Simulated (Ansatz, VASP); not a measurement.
# One calculation of PbSe (Clausthalite), two programs

```
CELL_PARAMETERS angstrom
0.00000 3.06065 3.06065
3.06065 0.00000 3.06065
3.06065 3.06065 0.00000
ATOMIC_POSITIONS crystal
Pb 0.00000 0.00000 0.00000
Se 0.50000 0.50000 0.50000
```

Alike in both runs: task single point; functional PBE; k mesh 8 × 8 × 8; occupations gaussian, width 0.028 eV; no spin polarisation.

```csv
,VASP,Ansatz
version,VASP 6.6.1,Ansatz 0.2.0
potentials or method,"VASP PAW PBE potentials, release 64 (Pb_d, Se)",Ansatz PAW
plane-wave cutoff (eV),520,420
valence electrons in the cell,20,30
```

```tsv
	VASP	Ansatz	Ansatz less VASP
gap on the k mesh at the Fermi level (eV)	0.29	0.29	-0.005
least direct gap on the mesh (eV)	0.29	0.29	-0.005
pressure (GPa)	2.4	2.4	+0.02
```

The functional is the same, so the differences come from potentials, cutoffs and numerics. The two sets of potentials don't hold the same shells in valence.

Caveats: spin-orbit coupling is left out, which as a rule narrows the gap of such compounds by several tenths of an eV. A k mesh can miss the band edges.
